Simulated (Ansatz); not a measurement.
**Dielectric function and optical constants of W2C**

Aim: the dielectric function of W2C, and the optical constants that follow from it.

Main program and level: Ansatz 0.2.0; DFT, PBE, plane-wave PAW, default files, scalar-relativistic, independent-particle optical response without local fields.

### 1. Set-up

It takes space group P-3m1 (No. 164, trigonal). Conventional cell: a = 3.070 Å, b = 3.070 Å, c = 4.678 Å, α = 90.00°, β = 90.00°, γ = 120.00°. Nearest to W lie 3 C at 2.13 Å. Nearest to C lie 6 W at 2.13 Å. Farther neighbours are not listed.

### 2. Ground state and bands

First the ground state: is it a metal or has it a gap?

This step: DFT, PBE, plane-wave PAW, default files, scalar-relativistic, ground state (Ansatz 0.2.0).

input.yaml reads:

```yaml
crystal:
  lattice:
    - [3.070045642, 0.0, 0.0]
    - [-1.535022821, 2.6587375167, 0.0]
    - [0.0, 0.0, 4.678428]
  atoms:
    - { symbol: W, position: [0.6666666667, 0.3333333333, 0.253669] }
    - { symbol: W, position: [0.3333333333, 0.6666666667, 0.746331] }
    - { symbol: C, position: [0.0, 0.0, 0.0] }
kpoints:
  mp_grid: { grid: [8, 8, 5] }
  band_path:
    path:
      - [[0.0, 0.0, 0.0], [0.5, 0.0, 0.0], [0.33333333, 0.33333333, 0.0], [0.0, 0.0, 0.0], [0.0, 0.0, 0.5], [0.5, 0.0, 0.5], [0.33333333, 0.33333333, 0.5], [0.0, 0.0, 0.5]]
      - [[0.5, 0.0, 0.5], [0.5, 0.0, 0.0]]
      - [[0.33333333, 0.33333333, 0.0], [0.33333333, 0.33333333, 0.5]]
    npoints: 6
scf:
  occupations: { method: fermi_dirac, width: 0.05 }
  n_extra_bands: 7
hamiltonian:
  xc: pbe
  pseudopotentials: { kind: paw }
output:
  forces: true
  stress: true
  populations: true
  write_bands: true
  write_density: true
  write_potential: true
  elf: true
  volumetric_format: npy
```

Launch:

```sh
$ ansatz run input.yaml --threads 4 --pin off --max-ram 8192MiB --backend cpu --events-out ev --progress --plain --runs-dir out
```

Numbers of over 12 decimals in the logs are rounded to 6 here.

Output:

```text
scf.n_extra_bands = 7 over 16 filled bands (N_el = 32.0): the run solves 23 bands
Engine: ansatz 0.2.0, x86_64-unknown-linux-gnu
Pseudopotentials: kind: paw
Pseudopotential: W, paw, valence charge 14, recommended cutoff 420 eV (normal), W.paw.azcp
Pseudopotential: C, paw, valence charge 4, recommended cutoff 420 eV (normal), C.paw.azcp
Functional definition: PBE
  parameter kappa = 0.804
  parameter beta = 0.066725
  exchange = pbe_x(kappa = kappa, mu = beta*pi^2/3)
  correlation = pbe_c(beta = beta)
Crystal: 3 atoms, lattice volume = 38.187 Å³
Basis set: ecut = 420 eV, 735 PW (Γ), exchange–correlation on 48×48×64 points (8 copies of the dense FFT grid, shifted against one another)
Bands: 23, of which v1, the nominal top of the filled ones, is band 16 counted from 1 (15 counted from 0)
Symmetry: 12 space group operations
Space group: P-3m1 (ITA 164), of the structure as read, at distance tolerance 3.4e-5 Å
k-points: 40 of 320
Non-local potential: W, projectors of the file, l = 0: 3, l = 1: 2, l = 2: 2, l = 3: 1
Non-local potential: C, projectors of the file, l = 0: 2, l = 1: 2, l = 2: 1
PAW form: soft (Blöchl's): semilocal exchange-correlation on the pseudo side does not see the compensation charge
PAW one-centre angular grid: W, 590 points (default); XC on 64 Gauss nodes
PAW one-centre angular grid: C, 110 points (default); XC on 64 Gauss nodes
Initial density: superposition of atomic densities (neutral atoms: chi_scale 0, normalization atom), corrected by the library's trained network
Initial wavefunctions: pseudopotential atomic-orbital guess
Functional: x = pbe(κ = 0.804, μ = 0.219515), c = pbe(β = 0.066725)
SCF iter   1: F=—  HF=-21020.460870 eV  |F-HF|=—  |Δ(HF+E_count)|=         —  Δρ=5.39e-3  dr2=5.95e-3  ethr=1.77e-3  ⟨swp⟩=6.0  Hψ=4397  notcnv=0  defer=7
preconditioner: auto → none  [metal: Δε(μ)=0.033 eV  Ē_g=8.848 eV  σ=0.050 eV  W_gap=0.16  n_scr=8 (ndim 8)  ℏωp=24.0 eV  f_vac=0.000  D(μ)=1.49/eV (n_scr^D=8)  sad-step TF]
SCF iter   2: F=—  HF=-21020.461214 eV  |F-HF|=—  |Δ(HF+E_count)|=   3.44e-4  Δρ=3.15e-3  dr2=2.07e-3  ethr=1.86e-5  ⟨swp⟩=1.1  Hψ=1243  notcnv=0  defer=9
SCF iter   3: F=—  HF=-21020.461500 eV  |F-HF|=—  |Δ(HF+E_count)|=   2.87e-4  Δρ=3.33e-4  dr2=1.03e-4  ethr=6.46e-6  ⟨swp⟩=2.0  Hψ=1197  notcnv=0  defer=9
SCF iter   4: F=—  HF=-21020.461483 eV  |F-HF|=—  |Δ(HF+E_count)|=   1.78e-5  Δρ=1.45e-4  dr2=1.27e-5  ethr=3.22e-7  ⟨swp⟩=2.1  Hψ=1259  notcnv=0  defer=9
SCF iter   5: F=—  HF=-21020.461469 eV  |F-HF|=—  |Δ(HF+E_count)|=   1.38e-5  Δρ=4.20e-5  dr2=2.14e-7  ethr=3.96e-8  ⟨swp⟩=2.0  Hψ=1181  notcnv=0  defer=9
SCF iter   6: F=-21020.461469 eV  HF=-21020.461469 eV  |F-HF|=5.73e-9  |Δ(HF+E_count)|=   2.49e-7  Δρ=5.89e-6  dr2=3.43e-9  ethr=3.13e-10  ⟨swp⟩=12.0  Hψ=5958  notcnv=0
SCF 1 converged in 6 iterations: F = -21020.461469 eV  dr2 = 3.43e-9
  greatest PAW one-centre occupation: 1.000 electrons in one spin orbital (limit 2), on the W atom at site 1 (counted from 0), in its partial waves of l = 0
NSCF: frozen V_eff on 57 k-points
SCF converged after 6 iterations
Free energy (F): -21020.461469 eV
Harris-Foulkes:  -21020.461469 eV  (|F-HF|=5.73e-9)
Internal energy: -21020.448738 eV  (E = F + TS)
E sigma→0 (E₀):  -21020.455103 eV
Entropy (-TS):   -0.012731 eV (-4.244 meV/atom)
Fermi energy:    21.335791 eV
--- Per-component energies (eV) ---
  E_band       = -171.501034
  E_kinetic    = 991.006269
  E_local      = -1362.873146  (includes V_loc(G=0)·N_el)
  E_nonlocal   = 26.734855
  E_hartree    = 484.129612
  E_xc         = -582.731677
  E_vxc        = -538.225571  (∫ρ·V_xc dr)
  E_paw        = -17223.850725  (= ΣΔE_a)
  E_vpaw       = -256.403060  (= ΣTr[D̂ρ^β])
  E_aug_tail   = -0.000119  (compensation charges beyond the density's cutoff)
  E_ewald      = -3352.863807
  E_smearing   = -0.012731  (= −TS)
  E_closure    = -0.000000  (closes the sum)
  Σ components = -21020.461469   (vs F -21020.461469, Δ=0.00e0)
--- Forces (eV/Å), atoms counted from 1 ---
  atom   1  W      0.00000000     0.00000000    -0.08372175
  atom   2  W      0.00000000    -0.00000000     0.08372175
  atom   3  C     -0.00000000     0.00000000     0.00000000
  max |Σ_I F_I| component: 7.40e-17 eV/Å
--- Stress (GPa, compression-positive) ---
       -1.190659       0.000000       0.000000
        0.000000      -1.190659      -0.000000
        0.000000      -0.000000      -3.095649
  P = ⅓ Tr σ = -1.8257 GPa (-18.257 kbar)
--- Band table (eV; the first three rows and the last of 40) ---
  k-point 0: bands = [... 12 lower, 17.3608, 19.8652, 19.9814, 19.9814, 20.2666, 20.2666, 21.8887, 21.8887, ... 3 higher]
  k-point 1: bands = [... 12 lower, 17.4842, 19.4521, 19.5775, 19.5775, 20.7641, 20.7641, 22.4862, 22.4862, ... 3 higher]
  k-point 2: bands = [... 12 lower, 17.9100, 18.7543, 19.1066, 19.1066, 21.9856, 21.9856, 23.0325, 23.0325, ... 3 higher]
  k-point 39: bands = [... 12 lower, 18.0822, 18.3841, 18.6604, 20.6708, 22.0787, 22.5360, 24.0562, 24.6542, ... 3 higher]
--- Löwdin populations: 3 sites ---
  site symbol       q [e]
     0      W     13.5405
     1      W     13.5405
     2      C      4.7139
  spilling = 0.006410 (of n_electrons = 32.000000)
```

It took 2 s on 4 threads of Intel Xeon Platinum 8488C (Sapphire Rapids), shared host; peak memory 0.41 GiB.

This step gave:

* free energy: -21020.4615 eV
* Fermi energy: 21.34 eV
* electrons: 32
* symmetry operations: 12
* pressure: -1.826 GPa
* volume: 38.19 Å³
* gap on the path: 0 eV

There are states at the Fermi level within the smearing, so the occupations stay smeared and the carriers get a Drude term. The cell is left with a pressure of -1.8 GPa and forces up to 0.08 eV/Å, as it stands unrelaxed at this level.

Electronic bands along the path, in eV, zero at the Fermi level; # counts the bands kept:

```csv
point,#4,#5,#6,#7,#8,#9,#10,#11
Γ,-3.98,-1.47,-1.35,-1.35,-1.07,-1.07,0.55,0.55
halfway,-4.11,-3.36,-2.31,-1.04,0.19,0.20,2.28,2.30
M,-5.42,-3.42,-1.76,1.38,2.24,2.57,3.02,3.19
halfway,-4.85,-3.62,-2.56,1.02,1.50,2.31,2.72,2.91
K,-4.26,-3.53,-3.53,0.93,0.93,2.24,2.27,2.27
halfway,-3.98,-3.94,-2.51,-0.69,0.11,1.13,2.01,3.42
Γ,-3.98,-1.47,-1.35,-1.35,-1.07,-1.07,0.55,0.55
halfway,-3.77,-2.05,-1.91,-1.91,-0.30,-0.30,1.36,1.36
A,-3.24,-2.80,-2.29,-2.29,1.03,1.03,1.63,1.63
halfway,-3.98,-3.56,-2.71,-1.11,0.74,0.81,1.11,1.61
L,-4.09,-2.64,-2.46,-0.48,0.26,2.01,2.57,2.83
halfway,-3.37,-2.88,-2.09,-1.56,1.17,1.75,2.10,3.39
H,-3.06,-2.75,-2.75,-0.44,0.51,0.51,3.36,3.36
halfway,-3.55,-3.26,-3.02,-1.28,0.27,0.62,2.02,2.23
A,-3.24,-2.80,-2.29,-2.29,1.03,1.03,1.63,1.63
jump to L,-4.09,-2.64,-2.46,-0.48,0.26,2.01,2.57,2.83
halfway,-4.79,-3.13,-1.99,0.47,1.26,1.94,2.73,2.91
M,-5.42,-3.42,-1.76,1.38,2.24,2.57,3.02,3.19
jump to K,-4.26,-3.53,-3.53,0.93,0.93,2.24,2.27,2.27
halfway,-3.73,-3.16,-3.16,0.78,0.87,0.87,2.52,2.52
H,-3.06,-2.75,-2.75,-0.44,0.51,0.51,3.36,3.36
```

ELF in the ac plane at fractional y = 0.000, with atoms of C within 0.2 Å of it. It is the smooth field of the valence electrons, not physical close to the nuclei.

Values, 21 rows by 16 columns, each cell a mean:
```
0.14 0.28 0.58 0.74 0.71 0.56 0.38 0.29 0.26 0.29 0.38 0.56 0.71 0.74 0.58 0.28
0.53 0.61 0.72 0.74 0.62 0.42 0.27 0.21 0.20 0.21 0.27 0.42 0.62 0.74 0.72 0.61
0.73 0.74 0.72 0.64 0.45 0.28 0.20 0.20 0.21 0.20 0.21 0.28 0.45 0.64 0.72 0.74
0.68 0.67 0.60 0.46 0.30 0.21 0.21 0.26 0.29 0.26 0.21 0.21 0.29 0.46 0.60 0.67
0.53 0.50 0.43 0.31 0.21 0.19 0.25 0.33 0.36 0.33 0.25 0.19 0.21 0.31 0.43 0.50
0.38 0.36 0.31 0.24 0.19 0.19 0.26 0.34 0.37 0.34 0.26 0.19 0.19 0.24 0.31 0.36
0.29 0.28 0.26 0.23 0.19 0.19 0.23 0.29 0.31 0.29 0.23 0.19 0.19 0.23 0.26 0.28
0.26 0.26 0.26 0.26 0.24 0.22 0.23 0.24 0.25 0.24 0.23 0.22 0.24 0.26 0.26 0.26
0.25 0.26 0.28 0.30 0.31 0.31 0.30 0.29 0.29 0.29 0.30 0.31 0.31 0.30 0.28 0.26
0.26 0.27 0.30 0.34 0.37 0.39 0.39 0.39 0.39 0.39 0.39 0.39 0.37 0.34 0.30 0.27
0.26 0.27 0.30 0.35 0.38 0.40 0.40 0.40 0.40 0.40 0.40 0.40 0.38 0.35 0.30 0.27
0.25 0.26 0.29 0.31 0.32 0.32 0.31 0.30 0.30 0.30 0.31 0.32 0.32 0.31 0.29 0.26
0.26 0.26 0.26 0.26 0.25 0.23 0.23 0.24 0.25 0.24 0.23 0.23 0.25 0.26 0.26 0.26
0.28 0.28 0.26 0.23 0.20 0.20 0.23 0.27 0.30 0.28 0.23 0.19 0.20 0.23 0.26 0.28
0.36 0.34 0.30 0.23 0.19 0.19 0.26 0.34 0.37 0.34 0.26 0.19 0.19 0.23 0.30 0.34
0.51 0.48 0.41 0.30 0.21 0.19 0.25 0.33 0.37 0.34 0.26 0.19 0.21 0.30 0.41 0.48
0.67 0.65 0.58 0.44 0.28 0.20 0.22 0.27 0.30 0.27 0.22 0.20 0.28 0.44 0.58 0.65
0.73 0.73 0.71 0.62 0.43 0.27 0.20 0.21 0.22 0.21 0.20 0.27 0.43 0.62 0.71 0.73
0.57 0.63 0.72 0.73 0.60 0.40 0.26 0.21 0.20 0.21 0.26 0.40 0.60 0.73 0.72 0.63
0.19 0.32 0.60 0.75 0.70 0.54 0.37 0.28 0.25 0.28 0.37 0.54 0.70 0.74 0.60 0.32
0.02 0.11 0.48 0.73 0.73 0.60 0.43 0.34 0.31 0.34 0.43 0.60 0.73 0.73 0.48 0.11
```
Atoms in or near the plane, at fractional coordinates: C at (0.00, 0.00).

Electrostatic potential energy in the ac plane at fractional y = 0.000, with atoms of C within 0.2 Å of it. With pseudopotentials it is smooth inside the atoms' cores, unlike the true potential.

Values in eV, 21 rows by 16 columns, each cell a mean:
```
-34 -34 -27  -1  14  17  18  17  17  17  18  17  14  -1 -27 -34
-27 -21  -6   9  15  16  15  14  13  14  15  16  15   9  -6 -21
  2   5  11  15  15  14  11   9   7   9  11  14  15  15  11   5
 17  17  17  17  15  11   7   2   1   2   7  11  15  17  17  17
 20  20  19  17  14  10   3  -2  -4  -2   3  10  14  18  19  20
 22  21  20  18  15  10   4  -1  -3  -1   4  10  15  18  20  21
 23  22  21  19  16  12   8   4   2   4   8  12  16  19  21  22
 23  23  22  21  19  16  13  11  10  11  13  16  19  21  22  23
 24  24  23  22  21  19  17  16  15  16  17  19  21  22  23  24
 24  24  24  23  22  20  19  18  18  18  19  20  22  23  24  24
 24  24  24  23  22  21  19  19  18  19  19  21  22  23  24  24
 24  24  23  22  21  19  17  16  16  16  17  19  21  22  23  24
 23  23  22  21  19  16  14  12  11  12  14  16  19  21  22  23
 23  22  21  19  17  13   9   5   4   5   9  13  17  19  21  22
 22  21  20  18  15  10   4  -1  -3  -1   4  10  15  18  20  21
 21  20  19  18  14  10   3  -2  -4  -2   3   9  14  18  20  20
 17  17  18  17  15  11   6   2   0   2   6  11  15  17  18  17
  4   7  12  15  15  14  11   8   7   8  11  14  15  15  12   7
-23 -18  -4  10  15  16  15  13  13  13  15  16  15  10  -4 -18
-34 -33 -24   0  14  17  17  17  17  17  17  17  14   0 -24 -33
-34 -34 -34  -6  13  17  19  18  18  18  19  17  13  -6 -34 -34
```
Atoms in or near the plane, at fractional coordinates: C at (0.00, 0.00).

[end of part 1 of 2]

[Logs are printed without paths, hosts, clocks, repeated set-up lines and the standing remarks that a program may print on its own settings, such as how far it seeks lower states.]

[Hosts, paths, dates, database ids (printed as entryN), source tags and the programs' standing remarks are cut or masked in the printed files.]
